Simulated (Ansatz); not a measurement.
**SnO2 (Cassiterite): band structure with revPBE**

The system is SnO2 (Cassiterite).

```
Sn O
1.0
     4.73800    0.00000    0.00000
     0.00000    4.73800    0.00000
     0.00000    0.00000    3.18650
Sn O
2 4
Direct
  0.50000 0.50000 0.50000
  0.00000 0.00000 0.00000
  0.80710 0.19290 0.50000
  0.69290 0.69290 0.00000
  0.19290 0.80710 0.50000
  0.30710 0.30710 0.00000
```

```yaml
Program: Ansatz 0.2.0
Task: band structure
Functional: revPBE
Potentials_or_basis: Ansatz PAW
Cutoff: "420 eV (not typed: the program's choice for these potentials)"
k_mesh: 6 × 6 × 8
Occupations: fermi-dirac, width 0.05 eV
Spin: no spin polarisation
Path: "[[\"G\", \"X\", \"M\", \"G\", \"Z\", \"R\", \"A\", \"Z\"], [\"X\", \"R\"], [\"M\", \"A\"]]"
Points_for_each_segment_of_the_path: 14
```

```
Pressure                : 14.2 GPa
Largest force           : 0.298 eV/Å
Band gap on the k mesh  : 1.35 eV, direct
Band gap along the path : 1.35 eV, direct
```

Forces in eV/Å, atoms in the order of the input:
```
Sn   0.000  0.000  0.000
Sn   0.000  0.000  0.000
O   -0.211  0.211  0.000
O    0.211  0.211  0.000
O    0.211 -0.211  0.000
O   -0.211 -0.211  0.000
```

Stress tensor (GPa, compression positive):
```
13.17  0.00  0.00
 0.00 13.17  0.00
 0.00  0.00 16.27
```

Levels at the corners of the path, in eV from the valence-band top:
| point | band 23 | band 24 | band 25 | band 26 | band 27 | band 28 | band 29 | band 30 |
| --- | --- | --- | --- | --- | --- | --- | --- | --- |
| Γ | -1.21 | -0.77 | -0.77 | 0.00 | 1.35 | 6.25 | 6.47 | 6.47 |
| X | -1.17 | -1.17 | -0.63 | -0.63 | 4.52 | 4.52 | 7.22 | 7.22 |
| M | -1.29 | -1.29 | -0.90 | -0.90 | 4.92 | 4.92 | 7.64 | 7.64 |
| Γ | -1.21 | -0.77 | -0.77 | 0.00 | 1.35 | 6.25 | 6.47 | 6.47 |
| Z | -1.63 | -1.63 | -1.25 | -1.25 | 6.31 | 6.31 | 9.91 | 9.91 |
| R | -1.09 | -1.09 | -0.68 | -0.68 | 6.59 | 6.59 | 8.18 | 8.18 |
| A | -0.96 | -0.96 | -0.83 | -0.83 | 5.01 | 5.01 | 9.04 | 9.04 |
| Z | -1.63 | -1.63 | -1.25 | -1.25 | 6.31 | 6.31 | 9.91 | 9.91 |
| X | -1.17 | -1.17 | -0.63 | -0.63 | 4.52 | 4.52 | 7.22 | 7.22 |
| R | -1.09 | -1.09 | -0.68 | -0.68 | 6.59 | 6.59 | 8.18 | 8.18 |
| M | -1.29 | -1.29 | -0.90 | -0.90 | 4.92 | 4.92 | 7.64 | 7.64 |
| A | -0.96 | -0.96 | -0.83 | -0.83 | 5.01 | 5.01 | 9.04 | 9.04 |

Run time: 3.8 s on 2 threads of AMD EPYC 9R45 96-Core Processor (Zen 5) (shared host), peak memory 0.56 GiB.

Caveat: the pressure holds a Pulay correction of +0.8 GPa for the finite cutoff; spin-orbit coupling is left out, which moves the levels of the heavy elements; the PAW data sets come from PBE, with cores solved anew for the run's functional, which leaves a small shift of forces and pressure. A hybrid or GW would open this gap; revPBE tends to underestimate it.
